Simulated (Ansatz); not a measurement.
**Au in Ansatz: the effect of target pressure**

Au:

```xyz
2
Lattice="2.8155 0.0000 0.0000 -0.0130 2.8202 0.0000 -1.1379 -1.1854 4.9240" Properties=species:S:1:pos:R:3 pbc="T T T"
Au    1.5740    1.5533    1.3495
Au    0.0907    0.0815    3.5746
```

This isn't the form of Au at room conditions, which is fcc.

Alike in all runs:

* Program: Ansatz 0.2.0
* Task: relaxation of cell and atoms
* Functional: PBEsol
* Potentials or basis: Ansatz PAW
* Cutoff: 420 eV (not typed: the program's choice for these potentials)
* k mesh: 10 × 10 × 6
* Occupations: fermi-dirac, width 0.05 eV
* Spin: no spin polarisation

Each run relaxes the cell or the atoms first.

Question: One run gave: relaxed volume 15.58 Å³/atom. Which target pressure did it use?
A. 20 GPa
B. 10 GPa
C. 5 GPa
D. 0 GPa
E. 2 GPa

Answer: A.

```tsv
target pressure	relaxed volume (Å³/atom)
0 GPa	17.04
2 GPa	16.85
5 GPa	16.59
10 GPa	16.21
20 GPa	15.58
30 GPa	15.08
```

Caveats: the plane-wave basis is chosen anew once the cell has moved, so the energies of steps on either side of that aren't comparable; the PAW data sets come from PBE, with cores solved anew for the run's functional, which leaves a small shift of forces and pressure; the volume moved by over 15 % at a fixed basis, so the end points are rough (some runs).
